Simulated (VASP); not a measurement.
KF (Carobbiite), 2 atoms in the cell. It takes space group Fm-3m (No. 225, cubic). The conventional cell has a = 5.419 Å, b = 5.419 Å, c = 5.419 Å, α = 90.00°, β = 90.00°, γ = 90.00°. K (site symmetry m-3m) is surrounded by 6 F at 2.71 Å. Around F (site symmetry m-3m) lie 6 K at 2.71 Å.  The cell isn't the ideal one: cell and atoms relaxed tightly for response.

| Item | Value |
| --- | --- |
| Program | VASP 6.6.1 |
| Task | relaxation of cell and atoms |
| Functional | PBE |
| Potentials or basis | VASP PAW PBE potentials, release 64 (K_sv, F) |
| Cutoff | 600 eV |
| k mesh | 8 × 8 × 8 |
| Occupations | gaussian, width 0.01 eV |
| Spin | no spin polarisation |
| Dipole correction | no |
| Further INCAR settings | ALGO = Normal; EDIFF = 1e-07; IBRION = 2; EDIFFG = -0.001; NSW = 80; ISIF = 3 |

Potentials or basis: VASP PAW PBE potentials, release 64 (K_sv, F).

Run with:

```bash
$ cat potpaw_PBE.64/K_sv/POTCAR potpaw_PBE.64/F/POTCAR > POTCAR
$ mpirun -np 1 vasp_std > vasp.out
```

Hardware: 1 thread of AMD EPYC 9R45 (Zen 5), with other jobs on the host.

Task: How long does it take, and how much memory?

Result: It took 13 s on 1 thread of AMD EPYC 9R45 (Zen 5), with other jobs on the host, peak memory 0.14 GiB. Counts: scf iterations 14, k points 29, ion steps 1.
